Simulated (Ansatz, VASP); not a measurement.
Given: the input of a run of VASP 6.6.1 on CdSe.

Contents of INCAR:

```
  PREC = Accurate
  ENCUT = 520
  EDIFF = 1E-7
  ISMEAR = -1
  SIGMA = 0.05
  LREAL = F
  LASPH = T
  NELM = 100
  ALGO = Normal
  ISIF = 2
  LWAVE = F
  LCHARG = F
  NBANDS = 16
```

File KPOINTS:

```
Automatic mesh
0
Gamma
  8 8 8
```

File POSCAR:

```
CdSe
1.0
    0.0000000000      2.8351159683      2.8351159683
    2.8351159683      0.0000000000      2.8351159683
    2.8351159683      2.8351159683      0.0000000000
Cd Se
1 1
Direct
    0.0000000000      0.0000000000      0.0000000000
    0.5000000000      0.5000000000      0.5000000000
```

Potentials or basis: VASP PAW LDA potentials, release 64 (Cd, Se).

Command:

```sh
$ cat potpaw_LDA.64/Cd/POTCAR potpaw_LDA.64/Se/POTCAR > POTCAR
$ mpirun -np 1 vasp_std > vasp.out
```

Problem. Set up the same calculation for Ansatz 0.2.0. Potentials there: all-electron LAPW, scalar-relativistic.

Solution. As run (the cutoff follows the program's own potentials):

Contents of input.yaml:

```yaml
crystal:
  lattice:
    - [0.0, 2.8351159683, 2.8351159683]
    - [2.8351159683, 0.0, 2.8351159683]
    - [2.8351159683, 2.8351159683, 0.0]
  atoms:
    - { symbol: Cd, position: [0.0, 0.0, 0.0] }
    - { symbol: Se, position: [0.5, 0.5, 0.5] }
kpoints:
  mp_grid: { grid: [8, 8, 8] }
scf:
  occupations: { method: fermi_dirac, width: 0.05 }
hamiltonian:
  xc: lda
  pseudopotentials: { kind: all_electron, lapw: { basis_error: 0.001 } }
output:
  forces: true
  stress: true
  eigenvalues: true
```

Potentials or basis: all-electron LAPW, scalar-relativistic.

Command:

```sh
$ ansatz run input.yaml --threads 1 --pin off --max-ram 3072MiB --backend cpu --events-out ev --progress --plain --runs-dir out
```

Both were run:

|  | VASP | Ansatz | Ansatz less VASP |
| --- | --- | --- | --- |
| gap on the k mesh at the Fermi level (eV) | none | none | - |
| pressure (GPa) | -3.3 | -3.8 | -0.49 |

A gap of «none» marks a metal or a gap that the smearing closes. Ansatz ran all-electron here, so the differences hold the error of VASP's frozen core and of both bases.
